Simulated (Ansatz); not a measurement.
**BaTe (rocksalt type): optical response by level**

How does BaTe (rocksalt type) absorb light if electrons and holes don't interact? Plan: HSE06 for the gap; optics with PBE on 6×6×6; optics with r2SCAN on 6×6×6; optics with LDA on 6×6×6; optics with PBE and scissors to the HSE06 gap on 6×6×6; optics with PBE with spin-orbit coupling on 6×6×6.

Program: Ansatz 0.2.0. Level of theory: plane waves, PAW; no local fields, no excitons. These are calculated values, not measurements.

### 1 The system as given

The structure is cubic, space group Fm-3m (No. 225). The conventional cell has a = 7.065 Å, b = 7.065 Å, c = 7.065 Å, α = 90.00°, β = 90.00°, γ = 90.00°. Ba (site symmetry m-3m) has 6 Te at 3.53 Å as nearest neighbours. Te (site symmetry m-3m) is surrounded by 6 Ba at 3.53 Å.

Structure file:

```cif
data_structure
_symmetry_space_group_name_H-M 'P 1'
_symmetry_Int_Tables_number 1
_cell_length_a 4.9955
_cell_length_b 4.9955
_cell_length_c 4.9955
_cell_angle_alpha 60.000
_cell_angle_beta 60.000
_cell_angle_gamma 60.000
_cell_volume 88.15
loop_
_atom_site_label
_atom_site_type_symbol
_atom_site_fract_x
_atom_site_fract_y
_atom_site_fract_z
_atom_site_occupancy
Ba1 Ba 0.00000 0.00000 0.00000 1
Te1 Te 0.50000 0.50000 0.50000 1
```

The cell was relaxed beforehand with r2SCAN; those runs aren't shown. Spin-orbit coupling, which matters for Ba, Te, is in the runs so named alone.

### 2 HSE06 levels at special points

The input, input.yaml:

```yaml
crystal:
  lattice:
    - [0.0, 3.5323868345, 3.5323868345]
    - [3.5323868345, 0.0, 3.5323868345]
    - [3.5323868345, 3.5323868345, 0.0]
  atoms:
    - { symbol: Ba, position: [0.0, 0.0, 0.0] }
    - { symbol: Te, position: [0.5, 0.5, 0.5] }
kpoints:
  mp_grid: { grid: [4, 4, 4] }
  band_path:
    path:
      - [0.0, 0.0, 0.0]
      - [0.5, 0.0, 0.5]
      - [0.625, 0.25, 0.625]
      - [0.375, 0.375, 0.75]
      - [0.5, 0.5, 0.5]
      - [0.5, 0.25, 0.75]
      - [0.0, 0.5, 0.5]
    npoints: 1
hamiltonian:
  xc: hse06
scf:
  occupations: { method: fixed }
  n_extra_bands: 4
output:
  forces: true
  stress: true
  eigenvalues: true
```

On the command line:

```
$ ansatz run input.yaml --threads 4 --pin off --max-ram 3686MiB --backend cpu --events-out ev --progress --plain --runs-dir out
```

Further steps of the session: Optics, PBE; Optics, r2SCAN; Optics, LDA; Optics, PBE with a scissors shift; Optics, PBE with spin-orbit coupling.

**Question.** What will the summary of the whole plan be? Wanted: ε∞, PBE; ε∞, r2SCAN; ε∞, LDA; ε∞, PBE with spin-orbit coupling; tallest peak of ε₂, PBE; tallest peak of ε₂, r2SCAN; tallest peak of ε₂, LDA; tallest peak of ε₂, PBE with spin-orbit coupling; HSE06 direct gap.

**Answer**, as computed:

```
                                        quantity            value
                                         ε∞, PBE             6.46
                                      ε∞, r2SCAN             5.61
                                         ε∞, LDA             6.78
                      ε∞, PBE + 0.74 eV scissors             5.70
                ε∞, PBE with spin-orbit coupling             6.54
                         tallest peak of ε₂, PBE  10.0 at 4.95 eV
                      tallest peak of ε₂, r2SCAN   8.5 at 5.50 eV
                         tallest peak of ε₂, LDA  10.3 at 4.85 eV
      tallest peak of ε₂, PBE + 0.74 eV scissors  10.0 at 5.70 eV
tallest peak of ε₂, PBE with spin-orbit coupling   9.2 at 4.85 eV
                                HSE06 direct gap          2.75 eV
```

PBE + 0.74 eV scissors has the widest direct gap (2.75 eV) and PBE with spin-orbit coupling the narrowest (1.74 eV); ε∞ is 5.70 and 6.54. Spin-orbit coupling moves the direct gap by -0.27 eV; ε∞ doesn't compare between these two runs, as the bands summed differ. Local fields and excitons are left out: both change ε∞, and without excitons the onset lacks its lines.
